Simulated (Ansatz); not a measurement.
SnTe built on the h-MgO prototype, relaxed with r2SCAN, was run in Ansatz under altered settings. All numbers are computed, without spin polarisation but where a row says otherwise.

```
Sn Te
1.0
     5.38790    0.00000    0.00000
    -2.69395    4.66606    0.00000
     0.00000    0.00000    6.42393
Sn Te
2 2
Direct
  0.33333 0.66667 0.25000
  0.66667 0.33333 0.75000
  0.66667 0.33333 0.25000
  0.33333 0.66667 0.75000
```

The base run's other keys:
```yaml
kpoints:
  mp_grid: { grid: [6, 6, 2] }
hamiltonian:
  xc: hse06
scf:
  occupations: { method: fixed }
  n_extra_bands: 5
```

It takes 15 iterations with 3099 plane waves at 420 eV and 14 k points, and leaves a mean stress of +0.31 GPa. The gap over this mesh is 0.749 eV. It ran on 4 threads of Arm Neoverse N1, with other jobs on the host.

Outcomes, with energy and stress as changes against the base:
```tsv
setting	outcome	ΔF (meV/atom)	Δ mean stress (GPa)	gap on the mesh (eV)	iterations	wall time
PBE hybrid, exx coeff 0.1, omega 0.2078 1/Å	converged	–	+0.4	0.545	13	70 s
PBE hybrid, exx coeff 0.4, omega 0.1 1/Å	converged	–	-0.4	1.343	19	88 s
scf.occupations: cold 0.05	converged	0.0	0.0	0.749	15	74 s
```
A dash marks a value that wasn't obtained or can't be compared. Stress is positive in compression. The base took 75 s. The base's mesh is coarse for a hybrid, so its own values aren't converged.

- PBE hybrid, exx coeff 0.1, omega 0.2078 1/Å. That is 10 % exact exchange, screened with ω = 0.2078 1/Å, against HSE06's 25 % screened at 0.208 1/Å. The mean stress moves by +0.4 GPa and the gap on the mesh by -0.203 eV (to 0.545). Totals of different functionals aren't comparable.
- PBE hybrid, exx coeff 0.4, omega 0.1 1/Å. That is 40 % exact exchange, screened with ω = 0.1 1/Å, against HSE06's 25 % screened at 0.208 1/Å. The mean stress moves by -0.4 GPa and the gap on the mesh by +0.594 eV (to 1.343). Totals of different functionals aren't comparable. The program warns that on this mesh the truncation of the exchange isn't bounded, so part of the change can be an error of the mesh.

Within 1 meV an atom, 0.1 GPa and 0.005 eV of the base stay: scf.occupations: cold 0.05.

No spin-orbit coupling is included; it can move band edges with weight on the heavy atoms by tenths of an eV.

The program warns that its thresholds are loose for a hybrid's stress.

The meshes of the hybrids are coarse, so their gaps aren't converged to the digits shown.
